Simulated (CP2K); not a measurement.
**Cu: single point with BP86+D3(BJ)**

Cu:

```
Cu
1.0
     2.55619    0.00000    0.00000
     1.27810    2.21373    0.00000
     1.27810    0.73791    2.08712
Cu
1
Direct
  0.00000 0.00000 0.00000
```

```
Program                                 : CP2K 2026.2
Task                                    : single point
Functional                              : BP86
Dispersion                              : D3(BJ)
Potentials or basis                     : GTH_POTENTIALS Cu GTH-PBE-q11; SZV-MOLOPT-SR-GTH basis
Density cutoff                          : 6123 eV
k mesh                                  : 10 × 10 × 10
Occupations                             : fermi-dirac, width 0.05 eV
Spin                                    : no spin polarisation
SCF solver                              : diagonalisation with k points
Quickstep method                        : GPW
EPS_DEFAULT                             : 1.0E-10
EPS_SCF                                 : 1.0E-6
MAX_SCF                                 : 100
SCF_GUESS                               : ATOMIC
k points reduced by the point group     : yes
Mesh centred on Gamma                   : yes
CHOLESKY                                : OFF
EPS_EIGVAL                              : 1.0E-7
MIXING METHOD                           : BROYDEN_MIXING
MIXING ALPHA                            : 0.4
MIXING BETA (1/bohr)                    : 1.5
NBUFFER                                 : 8
NGRIDS                                  : 4
REL_CUTOFF (Ry)                         : 60
Basis sets                              : Cu SZV-MOLOPT-SR-GTH-q11
Potentials                              : Cu GTH-PBE-q11 of GTH_POTENTIALS
ADDED_MOS                               : [3]
CUTOFF of the grids                     : 450 Ry
Cutoff radius of the dispersion sum (A) : 20
```

```json
{
  "Pressure": "-7.3 GPa",
  "Band gap on the k mesh": "none (metal or under the smearing width)"
}
```

Levels at points of the mesh, in eV from the Fermi level:
| k point | band 3 | band 4 | band 5 | band 6 | band 7 | band 8 | band 9 |
| --- | --- | --- | --- | --- | --- | --- | --- |
| (0.00, 0.00, 0.00) | -3.06 | -3.06 | -2.27 | -2.27 | 29.83 | 29.83 | 29.83 |
| (0.00, 0.00, 0.50) | -3.11 | -1.66 | -1.66 | -0.83 | 5.71 | 24.20 | 24.20 |
| (0.00, 0.50, 0.50) | -1.70 | -1.50 | -1.50 | 1.68 | 13.91 | 13.91 | 15.62 |

It took 28 s on 1 thread of Arm Neoverse V1, with other jobs on the host, peak memory 0.21 GiB.

Caveat: a minimal basis gives rough bond lengths, pressures and levels; the potentials were made for another functional, which shifts forces and pressure; the basis of atomic orbitals isn't converged, which shifts pressures, moduli and gaps; pairwise dispersion overbinds metals, which lowers pressure and volume.
